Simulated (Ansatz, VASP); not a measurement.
Si2Ni in VASP and in Ansatz

The input INCAR:

```
PREC = Accurate
ENCUT = 520
EDIFF = 1E-6
ISMEAR = 0
SIGMA = 0.1
LREAL = False
LASPH = True
NELM = 100
ALGO = Normal
ISIF = 2
LWAVE = False
LCHARG = False
NBANDS = 16
```

Contents of KPOINTS:

```
Automatic mesh
0
Gamma
  6 6 6
```

Contents of POSCAR:

```
Si2Ni
1.0
    0.0000000000      2.6931550400      2.6931550400
    2.6931550400      0.0000000000      2.6931550400
    2.6931550400      2.6931550400      0.0000000000
Si Ni
2 1
Direct
    0.2500000000      0.2500000000      0.2500000000
    0.7500000000      0.7500000000      0.7500000000
    0.0000000000      0.0000000000      0.0000000000
```

Input for Ansatz:

```yaml
crystal:
  lattice:
    - [0.0, 2.69315504, 2.69315504]
    - [2.69315504, 0.0, 2.69315504]
    - [2.69315504, 2.69315504, 0.0]
  atoms:
    - { symbol: Si, position: [0.25, 0.25, 0.25] }
    - { symbol: Si, position: [0.75, 0.75, 0.75] }
    - { symbol: Ni, position: [0.0, 0.0, 0.0] }
basis:
  ecutwfc: 420
kpoints:
  mp_grid: { grid: [6, 6, 6] }
hamiltonian:
  xc: lda
scf:
  occupations: { method: gaussian, width: 0.1 }
output:
  forces: true
  stress: true
  eigenvalues: true
```

The cell comes from a database or a generator and needn't be the stable form of this composition.

Alike in both runs: task single point; functional LDA; k mesh 6 × 6 × 6; occupations gaussian, width 0.1 eV; no spin polarisation.

|  | VASP | Ansatz |
| --- | --- | --- |
| version | VASP 6.6.1 | Ansatz 0.2.0 |
| potentials or method | VASP PAW LDA potentials, release 64 (Si, Ni) | scalar-relativistic, plane waves, PAW |
| plane-wave cutoff (eV) | 520 | 420 |
| valence electrons in the cell | 18 | 26 |

Ansatz gave:

| Item | Value |
| --- | --- |
| gap on the k mesh at the Fermi level (eV) | none |
| pressure (GPa) | -2.7 |

Q: Estimate VASP's values.

A: gap on the k mesh at the Fermi level (eV): none; pressure (GPa): -2.5.

A gap of «none» marks a metal or a gap that the smearing closes. The two sets of potentials don't hold the same shells in valence.

Spin polarisation is off, so any magnetic state and its effect on volume and gap are missing.
